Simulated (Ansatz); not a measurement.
## Phonon dispersion of BeSe

Method: DFT PBE, scalar-relativistic, plane waves, PAW in Ansatz. Plane waves to 420 eV; Γ-centred k mesh 8×8×8; fixed occupations. No spin polarisation. Phonons by linear response, acoustic sum rule imposed.

Relaxed structure:
```
Be Se
1.0
     0.00000    2.58889    2.58889
     2.58889    0.00000    2.58889
     2.58889    2.58889    0.00000
Be Se
1 1
Direct
  0.00000 0.00000 0.00000
  0.75000 0.75000 0.75000
```

It was relaxed at this level from a cell as deposited in COD.

Force constants from linear response on a 4×4×4 q mesh.

Problem. Is the structure dynamically stable on this mesh?

Solution. Yes, on this mesh: no mode is imaginary.

Problem. Give the frequencies (cm⁻¹; i marks imaginary ones) at the irreducible q points, in fractions of the reciprocal vectors, the Γ row without the LO field.

Solution.
```
                  q  star              frequencies
  0.000 0.000 0.000     1        0 0 0 492 492 492
  0.000 0.000 0.250     8    77 77 155 480 480 556
 0.000 0.000 -0.500     4  101 101 216 476 476 552
  0.000 0.250 0.250     6  107 107 157 461 461 575
 0.000 0.250 -0.500    24  126 158 200 455 462 547
 0.000 0.250 -0.250    12  112 155 185 468 473 527
0.000 -0.500 -0.500     3  141 141 217 442 442 597
0.250 -0.500 -0.250     6  163 174 192 443 478 519
```
